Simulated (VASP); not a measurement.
# Br (P1) in VASP: further runs

One crystal, Br, is run at these levels: LDA; tasks: single point.

Program: VASP 6.6.1. These are calculated values, not measurements. Logs are shortened: lines on timing, memory, paths and dates and some standing lists are left out, and cuts for length are marked.

## Step 1: The structure

The typed cell holds 3 atoms: a = 4.598 Å, b = 4.598 Å, c = 4.598 Å, α = 90.00°, β = 90.00°, γ = 90.00°.

## Step 2: Single point, LDA

The input, INCAR:

```
SYSTEM = Br
PREC = Accurate
ENCUT = 520
EDIFF = 1E-6
ISMEAR = 1
SIGMA = 0.05
LREAL = .FALSE.
LASPH = .TRUE.
NELM = 100
ALGO = Normal
ISIF = 2
LWAVE = .FALSE.
LCHARG = .FALSE.
NBANDS = 18
```

The input, KPOINTS:

```
regular mesh
0
G
  3 3 3
  0 0 0
```

The input, POSCAR:

```
Br
1.0
    4.5976403800      0.0000000000      0.0000000000
    0.0000000000      4.5976403800      0.0000000000
    0.0000000000      0.0000000000      4.5976403800
Br
3
Direct
    0.4998581384     -0.0042086597      0.0018781541
    0.0032795435      0.5012008940     -0.0015574063
   -0.0031376820      0.0030077657      0.4996792522
```

Potentials or basis: VASP PAW LDA potentials, release 64 (Br).

Started as:

```console
> cat potpaw_LDA.64/Br/POTCAR > POTCAR
> mpirun -np 1 vasp_std > vasp.out
```

OUTCAR:

```text
SYSTEM = Br
   PREC = Accurate
   ENCUT = 520
   EDIFF = 1E-6
   ISMEAR = 1
   LREAL = .FALSE.
   LASPH = .TRUE.
   NELM = 100
   ISIF = 2

 ion  position               nearest neighbor table
   1  0.500  0.996  0.002-
   2  0.003  0.501  0.998-
   3  0.997  0.003  0.500-

  LATTYP: Found a simple cubic cell.
 ALAT       =     4.5976403800

  Lattice vectors:

 A1 = (   4.5976403800,   0.0000000000,   0.0000000000)
 A2 = (   0.0000000000,   4.5976403800,   0.0000000000)
 A3 = (   0.0000000000,   0.0000000000,   4.5976403800)

Analysis of symmetry for initial positions (statically):
=====================================================================
 Subroutine PRICEL returns:
 Original cell was already a primitive cell.

 Routine SETGRP: Setting up the symmetry group for a
 simple cubic supercell.

 Subroutine GETGRP returns: Found  1 space group operations
 (whereof  1 operations were pure point group operations)
 out of a pool of 48 trial point group operations.

The static configuration has the point symmetry C_1 .

Analysis of symmetry for dynamics (positions and initial velocities):
=====================================================================
 Subroutine PRICEL returns:
 Original cell was already a primitive cell.

 Routine SETGRP: Setting up the symmetry group for a
 simple cubic supercell.

 Subroutine GETGRP returns: Found  1 space group operations
 (whereof  1 operations were pure point group operations)
 out of a pool of 48 trial point group operations.

The dynamic configuration has the point symmetry C_1 .

 Subroutine INISYM returns: Found  1 space group operations
 (whereof  1 operations are pure point group operations),
 and found     1 'primitive' translations

----------------------------------------------------------------------------------------

                                     Primitive cell

  volume of cell :      97.1863

  direct lattice vectors                    reciprocal lattice vectors
     4.597640380  0.000000000  0.000000000     0.217502875  0.000000000  0.000000000
     0.000000000  4.597640380  0.000000000     0.000000000  0.217502875  0.000000000
     0.000000000  0.000000000  4.597640380     0.000000000  0.000000000  0.217502875

  length of vectors
     4.597640380  4.597640380  4.597640380     0.217502875  0.217502875  0.217502875

  position of ions in fractional coordinates (direct lattice)
     0.499858138  0.995791340  0.001878154
     0.003279543  0.501200894  0.998442594
     0.996862318  0.003007766  0.499679252

  ion indices of the primitive-cell ions
   primitive index   ion index
                 1           1
                 2           2
                 3           3

----------------------------------------------------------------------------------------

 KPOINTS: regular mesh

Automatic generation of k-mesh.
 Grid dimensions read from file:
 generate k-points for:    3    3    3

 Generating k-lattice:

  Cartesian coordinates                     Fractional coordinates (reciprocal lattice)
     0.072500958  0.000000000  0.000000000     0.333333333  0.000000000  0.000000000
     0.000000000  0.072500958  0.000000000     0.000000000  0.333333333  0.000000000
     0.000000000  0.000000000  0.072500958     0.000000000  0.000000000  0.333333333

  Length of vectors
     0.072500958  0.072500958  0.072500958

  Shift w.r.t. Gamma in fractional coordinates (k-lattice)
     0.000000000  0.000000000  0.000000000

 Subroutine IBZKPT returns following result:
 ===========================================

 Found     14 irreducible k-points:

 Following reciprocal coordinates:
            Coordinates               Weight
  0.000000  0.000000  0.000000      1.000000
  0.333333  0.000000  0.000000      2.000000
  0.000000  0.333333  0.000000      2.000000
  0.000000  0.000000  0.333333      2.000000
  0.333333  0.333333  0.000000      2.000000
  0.000000  0.333333  0.333333      2.000000
  0.333333  0.000000  0.333333      2.000000
 -0.333333  0.333333  0.000000      2.000000
 -0.333333  0.000000  0.333333      2.000000
  0.000000 -0.333333  0.333333      2.000000
  0.333333  0.333333  0.333333      2.000000
 -0.333333  0.333333  0.333333      2.000000
 -0.333333 -0.333333  0.333333      2.000000
  0.333333 -0.333333  0.333333      2.000000
   k-points           NKPTS =     14   k-points in BZ     NKDIM =     14   number of bands    NBANDS=     18
   number of dos      NEDOS =    301   number of ions     NIONS =      3
   total plane-waves  NPLWV =  46656
   dimension x,y,z NGX =    36 NGY =   36 NGZ =   36
   dimension x,y,z NGXF=    72 NGYF=   72 NGZF=   72
   ions per type =               3
   NGX,Y,Z   is equivalent  to a cutoff of  13.02, 13.02, 13.02 a.u.
   NGXF,Y,Z  is equivalent  to a cutoff of  26.03, 26.03, 26.03 a.u.
 SYSTEM =  Br
   PREC   = accura    normal or accurate (medium, high low for compatibility)
   ISTART =      0    job   : 0-new  1-cont  2-samecut
   ICHARG =      2    charge: 1-file 2-atom 10-const
   ISPIN  =      1    spin polarized calculation?
   LNONCOLLINEAR =      F non collinear calculations
   LSORBIT =      F    spin-orbit coupling
   LASPH  =      T    aspherical Exc in radial PAW
   ENCUT  =  520.0 eV  38.22 Ry    6.18 a.u.   8.55  8.55  8.55*2*pi/ulx,y,z
   NELM   =    100;   NELMIN=  2; NELMDL= -5     # of ELM steps
   EDIFF  = 0.1E-05   stopping-criterion for ELM
   LREAL  =      F    real-space projection
[... 11 lines left out ...]
   EMIN   =  10.00;   EMAX   =-10.00  energy-range for DOS
   EFERMI =   0.00;   METHOD = LEGACY
   ISMEAR =     1;   SIGMA  =   0.05  broadening in eV -4-tet -1-fermi 0-gaus
   EFERMI_NEDOS =   21; number of points for ismear=-14 and -15
   IALGO  =     38    algorithm
   IMIX   =      4    mixing-type and parameters
     AMIX     =   0.40;   BMIX     =  1.00
     AMIX_MAG =   1.60;   BMIX_MAG =  1.00
  volume/ion in A,a.u.               =      32.40       218.62
  Fermi-wavevector in a.u.,A,eV,Ry     =   0.982380  1.856429 13.130586  0.965071
  Thomas-Fermi vector in A             =   2.113458
   LORBIT       =      0    0 simple, 1 ext, 2 COOP (PROOUT), +10 PAW based schemes
   GGA     = CA    functional components
   LHFCALC =     F    Hartree Fock is set to
   AEXX    =    0.0000 exact exchange contribution
   IVDW    =     0    specifies the selected vdW correction
   LEPSILON=     F    determine dielectric tensor
   LRPA    =     F    only Hartree local field effects (RPA)
 non-spin polarized calculation
 Methfessel and Paxton  Order N= 1 SIGMA  =   0.05
  energy-cutoff  :      520.00
  volume of cell :       97.19
 maximum number of plane-waves:      2632
 NGX is ok and might be reduce to    36
   NGX = 17   NGY = 17   NGZ = 17

 number of electron      21.0000002 magnetization

 Free energy of the ion-electron system (eV)
  ---------------------------------------------------
  ext. energy  EPLUGINS =         0.00000000
  ---------------------------------------------------
  free energy    TOTEN  =        -4.77451697 eV

  energy without entropy =       -4.77450154  energy(sigma->0) =       -4.77451183

 E-fermi :   0.1476     XC(G=0):  -8.5538

 val. band max:        0.1206888238   @ k =   0.0000   0.0000   0.3333
 cond. band min:       0.2024735074   @ k =   0.3333   0.3333   0.3333
 fundamental gap:      0.0817846836
 Fermi energy:         0.1475614481

 k-point     1 :       0.0000    0.0000    0.0000
  band No.  band energies     occupation
      1     -15.0607      2.00000
      2     -13.3143      2.00000
      3     -13.3137      2.00000
      4      -3.5449      2.00000
      5      -3.5435      2.00000
      6      -3.5423      2.00000
[... 10 lines left out ...]
     17       8.8623      0.00000
     18       8.8628      0.00000

 k-point     2 :       0.3333    0.0000    0.0000
  band No.  band energies     occupation
      1     -14.7420      2.00000
      2     -13.7460      2.00000
      3     -13.2939      2.00000
      4      -3.1288      2.00000
      5      -3.1254      2.00000
      6      -2.8565      2.00000
[... 10 lines left out ...]
     17      10.0343      0.00000
     18      10.1930      0.00000

 k-point     3 :       0.0000    0.3333    0.0000
  band No.  band energies     occupation
      1     -14.7422      2.00000
      2     -13.7459      2.00000
      3     -13.2937      2.00000
      4      -3.1287      2.00000
      5      -3.1253      2.00000
      6      -2.8566      2.00000
[... 10 lines left out ...]
     17      10.0499      0.00000
     18      10.1836      0.00000

 k-point     4 :       0.0000    0.0000    0.3333
  band No.  band energies     occupation
      1     -14.7424      2.00000
      2     -13.7455      2.00000
      3     -13.2940      2.00000
      4      -3.1307      2.00000
      5      -3.1245      2.00000
      6      -2.8560      2.00000
[... 10 lines left out ...]
     17      10.0378      0.00000
     18      10.2040      0.00000

 k-point     5 :       0.3333    0.3333    0.0000
  band No.  band energies     occupation
      1     -14.4493      2.00000
      2     -13.7918      2.00000
      3     -13.5640      2.00000
      4      -3.5583      2.00000
      5      -2.8935      2.00000
      6      -2.6521      2.00000
[... 10 lines left out ...]
     17       9.6394      0.00000
     18      10.6560      0.00000

 k-point     6 :       0.0000    0.3333    0.3333
  band No.  band energies     occupation
      1     -14.4499      2.00000
      2     -13.7909      2.00000
      3     -13.5642      2.00000
      4      -3.5582      2.00000
      5      -2.8913      2.00000
      6      -2.6541      2.00000
[... 10 lines left out ...]
     17       9.6372      0.00000
     18      10.6557      0.00000

 k-point     7 :       0.3333    0.0000    0.3333
  band No.  band energies     occupation
      1     -14.4497      2.00000
      2     -13.7906      2.00000
      3     -13.5648      2.00000
      4      -3.5581      2.00000
      5      -2.8920      2.00000
      6      -2.6529      2.00000
[... 10 lines left out ...]
     17       9.6286      0.00000
     18      10.6555      0.00000

 k-point     8 :      -0.3333    0.3333    0.0000
  band No.  band energies     occupation
      1     -14.4500      2.00000
      2     -13.7886      2.00000
      3     -13.5665      2.00000
      4      -3.5596      2.00000
      5      -2.8915      2.00000
      6      -2.6526      2.00000
[... 10 lines left out ...]
     17       9.5884      0.00000
     18      10.6645      0.00000

 k-point     9 :      -0.3333    0.0000    0.3333
  band No.  band energies     occupation
      1     -14.4500      2.00000
      2     -13.7891      2.00000
      3     -13.5660      2.00000
      4      -3.5585      2.00000
      5      -2.8913      2.00000
      6      -2.6532      2.00000
[... 10 lines left out ...]
     17       9.6027      0.00000
     18      10.6592      0.00000

 k-point    10 :       0.0000   -0.3333    0.3333
  band No.  band energies     occupation
      1     -14.4502      2.00000
      2     -13.7893      2.00000
      3     -13.5655      2.00000
      4      -3.5581      2.00000
      5      -2.8911      2.00000
      6      -2.6543      2.00000
[... 10 lines left out ...]
     17       9.6077      0.00000
     18      10.6587      0.00000

 k-point    11 :       0.3333    0.3333    0.3333
  band No.  band energies     occupation
      1     -14.2259      2.00000
      2     -13.7771      2.00000
      3     -13.7387      2.00000
      4      -4.3700      2.00000
      5      -3.0577      2.00000
      6      -3.0402      2.00000
[... 10 lines left out ...]
     17      10.2267      0.00000
     18      11.5600      0.00000

 k-point    12 :      -0.3333    0.3333    0.3333
  band No.  band energies     occupation
      1     -14.2267      2.00000
      2     -13.7622      2.00000
      3     -13.7527      2.00000
      4      -4.3716      2.00000
      5      -3.0557      2.00000
      6      -3.0378      2.00000
[... 10 lines left out ...]
     17      10.2131      0.00000
     18      11.6364      0.00000

 k-point    13 :      -0.3333   -0.3333    0.3333
  band No.  band energies     occupation
      1     -14.2264      2.00000
      2     -13.7691      2.00000
      3     -13.7462      2.00000
      4      -4.3708      2.00000
      5      -3.0571      2.00000
      6      -3.0394      2.00000
[... 10 lines left out ...]
     17      10.2189      0.00000
     18      11.5990      0.00000

 k-point    14 :       0.3333   -0.3333    0.3333
  band No.  band energies     occupation
      1     -14.2267      2.00000
      2     -13.7605      2.00000
      3     -13.7545      2.00000
      4      -4.3714      2.00000
      5      -3.0563      2.00000
      6      -3.0379      2.00000
[... 10 lines left out ...]
     17      10.2108      0.00000
     18      11.6407      0.00000

------------------------ aborting loop because EDIFF is reached ----------------------------------------

  FORCE on cell =-STRESS in cart. coord.  units (eV):
  Direction    XX          YY          ZZ          XY          YZ          ZX
  --------------------------------------------------------------------------------------
  -------------------------------------------------------------------------------------
  Total       -2.8553849     -2.8584647     -2.8625770     -0.0136201     -0.0013269     -0.0050117
  in kB      -47.0728230    -47.1235960    -47.1913900     -0.2245359     -0.0218751     -0.0826218
  external PRESSURE =     -47.1292697 kB  Pullay stress =       0.0000000 kB

 VOLUME and BASIS-vectors are now :
 -----------------------------------------------------------------------------
  energy-cutoff  :      520.00
  volume of cell :       97.19
      direct lattice vectors                 reciprocal lattice vectors
     4.597640380  0.000000000  0.000000000     0.217502875  0.000000000  0.000000000
     0.000000000  4.597640380  0.000000000     0.000000000  0.217502875  0.000000000
     0.000000000  0.000000000  4.597640380     0.000000000  0.000000000  0.217502875

 POSITION                                       TOTAL-FORCE (eV/Angst)
 -----------------------------------------------------------------------------------
      2.29817      4.57829      0.00864         0.002090      0.037281     -0.015799
      0.01508      2.30434      4.59048        -0.025667     -0.019156      0.010684
      4.58321      0.01383      2.29735         0.023578     -0.018125      0.005116
 -----------------------------------------------------------------------------------
    total drift:                               -0.000009     -0.000055      0.000013

  FREE ENERGIE OF THE ION-ELECTRON SYSTEM (eV)
  ---------------------------------------------------
  free  energy   TOTEN  =        -4.7745169746 eV

  energy  without entropy=       -4.7745015362  energy(sigma->0) =       -4.77451183
```

Run time: 14 s. Hardware: 1 thread of Intel Xeon Platinum 8259CL at 2.50GHz (Skylake/Cascade Lake), shared host; peak memory 0.16 GiB.

Results:

```
Free energy            : -4.7745 eV
Pressure               : -4.7 GPa
Largest force          : 0.041 eV/Å
Band gap on the k mesh : none (metal or under the smearing width)
```

Forces in eV/Å, atoms in the order of the input:
```
Br   0.002  0.037 -0.016
Br  -0.026 -0.019  0.011
Br   0.024 -0.018  0.005
```

Levels at points of the mesh, in eV from the Fermi level:
| k point | band 8 | band 9 | band 10 | band 11 | band 12 | band 13 | band 14 | band 15 |
| --- | --- | --- | --- | --- | --- | --- | --- | --- |
| (0.00, 0.00, 0.00) | -0.98 | -0.98 | 0.31 | 0.31 | 0.31 | 4.76 | 6.99 | 8.00 |

Caveat: the k mesh is coarse (spacing up to 0.46 Å⁻¹), so the values aren't converged; an odd number of electrons without spin polarisation forces a metal; a magnetic or distorted state may lie lower.

## Step 3: Single point, LDA

The input, INCAR:

```
SYSTEM = Br
  ALGO = Fast
  EDIFF = 1E-6
  ENCUT = 520
  ISIF = 2
  ISMEAR = 1
  LASPH = .True.
  LCHARG = .True.
  LELF = .True.
  LREAL = .False.
  LVHAR = .True.
  LWAVE = .False.
  NBANDS = 18
  NELM = 100
  PREC = Accurate
  SIGMA = 0.05
```

The input, KPOINTS:

```
k-points
0
Gamma
  3 3 3
  0 0 0
```

The input, POSCAR:

```
Br
1.0
    4.5976403800      0.0000000000      0.0000000000
    0.0000000000      4.5976403800      0.0000000000
    0.0000000000      0.0000000000      4.5976403800
Br
3
Direct
    0.4998967295     -0.0030625230      0.0013666400
    0.0023862800      0.5008742424     -0.0011331379
   -0.0022830095      0.0021882806      0.4997664979
```

Potentials or basis: VASP PAW LDA potentials, release 64 (Br).

Started as:

```console
> cat potpaw_LDA.64/Br/POTCAR > POTCAR
> mpirun -np 1 vasp_std > vasp.out
```

It took 14 s on 1 thread of Intel Xeon Platinum 8259CL at 2.50GHz (Skylake/Cascade Lake), shared host; peak memory 0.17 GiB.

Results (log left out):

```
Free energy            : -4.7750 eV
Pressure               : -4.7 GPa
Largest force          : 0.030 eV/Å
Band gap on the k mesh : none (metal or under the smearing width)
```

Forces on the atoms (eV/Å):
```
Br   0.002  0.027 -0.012
Br  -0.019 -0.014  0.008
Br   0.017 -0.013  0.004
```

Levels at points of the mesh, in eV from the Fermi level:
```csv
k point,band 8,band 9,band 10,band 11,band 12,band 13,band 14,band 15
"(0.00, 0.00, 0.00)",-0.98,-0.98,0.31,0.31,0.31,4.76,6.99,8.00
```

Caveat: the k mesh is coarse (spacing up to 0.46 Å⁻¹), so the values aren't converged; an odd number of electrons without spin polarisation forces a metal; a magnetic or distorted state may lie lower.
